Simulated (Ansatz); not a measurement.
System: cubic perovskite CsPbI₃ (cubic high-temperature phase). Method: B3LYP (VWN-RPA form) (PAW; Ansatz, an electronic-structure program).

Numerical settings: plane-wave cutoff 460 eV, 4×4×4 k mesh, Fermi–Dirac smearing 0.01 eV, scalar-relativistic PAW data made under PBE.

Cell (measured lattice):

```cif
data_CsI3Pb
_chemical_formula_sum 'Cs1 Pb1 I3'
_space_group_name_H-M_alt 'Pm-3m'
_space_group_IT_number 221
_space_group_name_Hall '-P 4 2 3'
_cell_length_a 6.28900
_cell_length_b 6.28900
_cell_length_c 6.28900
_cell_angle_alpha 90.000
_cell_angle_beta 90.000
_cell_angle_gamma 90.000
loop_
_atom_site_label
_atom_site_type_symbol
_atom_site_symmetry_multiplicity
_atom_site_Wyckoff_symbol
_atom_site_fract_x
_atom_site_fract_y
_atom_site_fract_z
_atom_site_occupancy
Cs1 Cs 1 a 0.00000 0.00000 0.00000 1
Pb1 Pb 1 b 0.50000 0.50000 0.50000 1
I1 I 3 c 0.00000 0.50000 0.50000 1
```

Question: Give the computed band gap and direct gap at Γ.

Answer: 
- band gap: 2.28 eV (on the SCF k mesh)
- direct gap at Γ: 5.61 eV

Note: held by symmetry at 0 K, a high-temperature phase can be a saddle point; cell and atoms aren't relaxed at this level (pressure 1.7 GPa).

Spin–orbit coupling is not included; with these elements it can move the gap by several tenths of an eV or more.

Static lattice: no zero-point or thermal effects.
